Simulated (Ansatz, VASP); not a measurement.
# Pd: VASP beside Ansatz

POSCAR

```
Pd
1.0
    0.0000000000      1.9567730079      1.9567730079
    1.9567730079      0.0000000000      1.9567730079
    1.9567730079      1.9567730079      0.0000000000
Pd
1
Direct
    0.0000000000      0.0000000000      0.0000000000
```

File INCAR.step1:

```
SYSTEM = Pd
PREC = Accurate ; ENCUT = 520
ISMEAR = 1 ; SIGMA = 0.1
LREAL = .False. ; LASPH = .True.
NELM = 150 ; ISPIN = 2
MAGMOM = 0.436 ; LMAXMIX = 4
NBANDS = 15 ; GGA = PE
ALGO = Normal ; EDIFF = 1E-4
LWAVE = .True. ; LCHARG = .False.
```

File INCAR.step2:

```
SYSTEM = Pd
PREC = Accurate ; ENCUT = 520
EDIFF = 1E-6 ; ISMEAR = 1
SIGMA = 0.1 ; LREAL = .False.
LASPH = .True. ; NELM = 150
ALGO = Normal ; ISIF = 2
LWAVE = .False. ; LCHARG = .False.
ISPIN = 2 ; MAGMOM = 0.436
LORBIT = 11 ; LMAXMIX = 4
METAGGA = R2SCAN ; LMIXTAU = .True.
NBANDS = 15 ; ISTART = 1
```

Contents of KPOINTS:

```
Automatic mesh
0
Gamma
  14 14 14
  0 0 0
```

Input for Ansatz:

```yaml
crystal:
  lattice:
    - [0.0, 1.9567730079, 1.9567730079]
    - [1.9567730079, 0.0, 1.9567730079]
    - [1.9567730079, 1.9567730079, 0.0]
  atoms:
    - { symbol: Pd, position: [0.0, 0.0, 0.0], spin: 0.436 }
hamiltonian:
  xc: r2scan
  pseudopotentials:
    kind: paw
    azcp:
      Pd: "pseudopotentials/Pd.paw.azcp"
basis:
  ecutwfc: 500
  fft_grid_basis: typed
kpoints:
  mp_grid: { grid: [14, 14, 14], shift: [0, 0, 0] }
magnetization:
  spin_polarized: true
scf:
  occupations: { method: methfessel_paxton, width: 0.1 }
  lower_state_search: "off"
output:
  stress: true
  write_density: true
  write_potential: true
  elf: true
  volumetric_format: npy
```

Alike in both runs: task single point; functional r2SCAN; k mesh 14 × 14 × 14; occupations methfessel-paxton of order 1, width 0.1 eV; collinear spin.

|  | VASP | Ansatz |
| --- | --- | --- |
| version | VASP 6.6.1 | Ansatz 0.2.0 |
| potentials or method | VASP PAW PBE potentials, release 64 (Pd) | plane waves (500 eV) with PAW, scalar-relativistic |
| plane-wave cutoff (eV) | 520 | 500 |
| valence electrons in the cell | 10 | 18 |

Ansatz gave:

```
pressure (GPa)                                                : 0.0
net moment per atom (μB)                                      : 0.49
size of the moment on the site where the two differ most (μB) : 0.50
```

Problem. Which values does VASP return?

Solution. Pressure (GPa): 0.6; net moment per atom (μB): 0.49; size of the moment on the site where the two differ most (μB): 0.49.

Site moments also hang on the region over which each program counts them. The two sets of potentials don't hold the same shells in valence. Ansatz warned: «stability_check_not_made».

Caveats: the PAW data sets were made with another functional, which shifts forces and pressure a little (VASP).
